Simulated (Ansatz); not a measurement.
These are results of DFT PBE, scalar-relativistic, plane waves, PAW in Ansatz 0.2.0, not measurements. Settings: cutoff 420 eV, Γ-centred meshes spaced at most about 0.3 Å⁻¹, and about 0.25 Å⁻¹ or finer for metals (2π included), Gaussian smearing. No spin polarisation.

These are static total energies at zero pressure.

Task: Which of these relaxed structures of Be6S is the lowest in energy?
A.

```
CELL_PARAMETERS angstrom
3.24802 0.00000 0.00000
0.00000 3.24802 0.00000
0.00000 0.00000 6.44955
ATOMIC_POSITIONS crystal
Be 0.00000 0.50000 0.72993
Be 0.50000 0.00000 0.72993
Be 0.00000 0.50000 0.27007
Be 0.50000 0.00000 0.27007
Be 0.00000 0.00000 0.50000
Be 0.50000 0.50000 0.50000
S 0.00000 0.00000 0.00000
```

B.

```
CELL_PARAMETERS angstrom
1.67323 -6.35628 0.00000
1.67323 6.35628 0.00000
0.00000 0.00000 3.34693
ATOMIC_POSITIONS crystal
Be 0.39485 0.11987 0.74435
Be 0.88013 0.60515 0.25565
Be 0.60515 0.88013 0.74435
Be 0.11987 0.39485 0.25565
Be 0.00000 0.50000 0.75192
Be 0.50000 0.00000 0.24808
S 0.50000 0.50000 0.50000
```

Result: B. The other, A, lies 85 meV/atom higher. Forms: B C222; A P4/mmm. Counting Be atoms around S (those within 1.25 times the shortest such distance or 1.15 times the sum of covalent radii; the shortest distance is added where it is long for a bond): B has S 4; A has S 8 from 2.4 Å. Origin: A, invented; B, invented, then shaken at random and relaxed again.

Cells relaxed within their symmetry can be saddle points. Some candidate types were left out of the draw beforehand, so a known form may be missing.
